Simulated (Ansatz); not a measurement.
Computed with Ansatz, not measured. Plane-wave DFT: an element X is put into a periodic supercell of the crystal below and the atoms relax. X is one of the candidates, and is told by the neutral defect's formation energy over the elements (uncorrected), its moments where the run had spin, and its relaxed neighbours, eight at most.

```
cell
1.0
     3.2184    0.0000    0.0000
    -1.6092    2.7872    0.0000
     0.0000    0.0000    5.2431
Ga N
2 2
Direct
  0.6667 0.3333 0.4991
  0.3333 0.6667 0.9991
  0.6667 0.3333 0.8759
  0.3333 0.6667 0.3759
```

| quantity | value |
| --- | --- |
| host atoms in supercell | 64 |
| functional | PBE |
| wave cutoff | 420 eV |
| k mesh | 2, 2, 2 |
| k shift | 0.5, 0.5, 0.5 mesh steps |
| gaussian smearing | 0.02 eV |
| start displacement | 0 angstrom |
| electrons started on | no chosen atoms |
| candidate elements | Na, Mn, Cu, Se, Nb, In |
| found formation energy | 1.521 eV |
| found largest move from host sites | 0.16 angstrom |

```
supercell vector  supercell times a (host cell vectors)  supercell times b (host cell vectors)  supercell times c (host cell vectors)
               A                                     -3                                     -2                                     -1
               B                                      3                                      2                                     -1
               C                                      1                                     -2                                      1
```

| change element | change kind | change place a (host cell vectors) | change place b (host cell vectors) | change place c (host cell vectors) |
| --- | --- | --- | --- | --- |
| X | on Ga | -0.3333 | -2.6667 | 0.4991 |

```tsv
found neighbour element	found neighbour distance (angstrom)
N	2.124
N	2.124
N	2.125
N	2.134
```

Question: Which element is X?

Answer: In.

Caveats: the atoms kept the symmetry of the start, so a distorted state could lie lower; the supercell is small.
